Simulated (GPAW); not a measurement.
Runs of GPAW 26.7.0 on Si. The structure is hexagonal, space group P6_3/mmc (No. 194). The conventional cell has a = 3.831 Å, b = 3.831 Å, c = 6.333 Å, α = 90.00°, β = 90.00°, γ = 120.00°. Si (site symmetry 3m) has 4 Si at 2.35 to 2.37 Å as nearest neighbours. This isn't the form of Si at room conditions, which is diamond.

| task | level | potentials or basis | cell | k mesh | cutoff (eV) | smearing | maxiter | band path | band points | response ecut | response k mesh | mesh quality | gap on the mesh (eV) | pressure (GPa) | relaxed volume (Å³/atom) | largest force (eV/Å) |
| --- | --- | --- | --- | --- | --- | --- | --- | --- | --- | --- | --- | --- | --- | --- | --- | --- |
| band structure | PBEsol | PAW data sets generated in the run's folder for this functional, pw | as given | 7 × 7 × 4 | 600 | fermi-dirac 0.05 eV | 150 | GMKGALHA,LM,KH | 80 | - | - | not flagged | 0.37 | -0.2 | - | 0.01 |
| single point | PBEsol | PAW data sets generated in the run's folder for this functional, pw | as given | 8 × 8 × 4 | 600 | fermi-dirac 0.05 eV | 150 | - | - | - | - | not flagged | 0.30 | -0.2 | - | 0.01 |
| dielectric tensor | LDA | the program's PAW data sets (release 1.2.1) made for this functional, pw | as given | 7 × 7 × 4 | 450 | fermi-dirac 0.001 eV | 150 | - | - | 80 eV | 16 × 16 × 8 | not flagged | 0.38 | - | - | - |
| relaxation of cell and atoms | PBEsol | PAW data sets generated in the run's folder for this functional, pw | relaxed | 7 × 7 × 4 | 600 | fermi-dirac 0.05 eV | 150 | - | - | - | - | not flagged | (b) | 0.0 | (c) | 0.01 |
| relaxation of cell and atoms | PBEsol+D3(BJ) | PAW data sets generated in the run's folder for this functional, pw | relaxed | 7 × 7 × 4 | 600 | fermi-dirac 0.05 eV | 150 | - | - | - | - | not flagged | 0.32 | 0.0 | 19.67 | 0.01 |
| single point | LDA | the program's PAW data sets (release 1.2.1) made for this functional, pw | as given | 7 × 7 × 4 | 450 | fermi-dirac 0.05 eV | 120 | - | - | - | - | not flagged | 0.38 | -1.8 | - | 0.02 |
| relaxation of cell and atoms | PBEsol+D3 | PAW data sets generated in the run's folder for this functional, pw | relaxed | 7 × 7 × 4 | 600 | fermi-dirac 0.05 eV | 150 | - | - | - | - | not flagged | 0.35 | 0.0 | (a) | - |
| relaxation of cell and atoms | PBEsol+D3(BJ)+ATM | PAW data sets generated in the run's folder for this functional, pw | relaxed | 7 × 7 × 4 | 600 | fermi-dirac 0.05 eV | 150 | - | - | - | - | not flagged | 0.32 | 0.0 | 19.71 | 0.01 |
| band structure | LDA | the program's PAW data sets (release 1.2.1) made for this functional, pw | as given | 7 × 7 × 4 | 600 | fermi-dirac 0.05 eV | 150 | GMKGALHA,LM,KH | 80 | - | - | not flagged | 0.38 | -1.8 | - | 0.02 |
| relaxation of cell and atoms | PBEsol+D4 | PAW data sets generated in the run's folder for this functional, pw | relaxed | 7 × 7 × 4 | 600 | fermi-dirac 0.05 eV | 150 | - | - | - | - | not flagged | 0.33 | 0.0 | 19.80 | 0.02 |

Alike in all rows: no spin polarisation.

**Question.** Fill in the values left out.

**Answer.** (a) 19.96; (b) 0.36; (c) 20.10.

Caveats: an odd mesh through Γ misses points on the zone boundary, where band edges often lie (some runs); later steps reuse the first step's grids (some runs); the long-wavelength limit can be off by a per cent or two (some runs); the gap is small at this level, which inflates the dielectric constant (some runs); the cutoff is short for stress and forces, so pressures can be off by a GPa or more (some runs).

Not every run made on this cell is shown here.
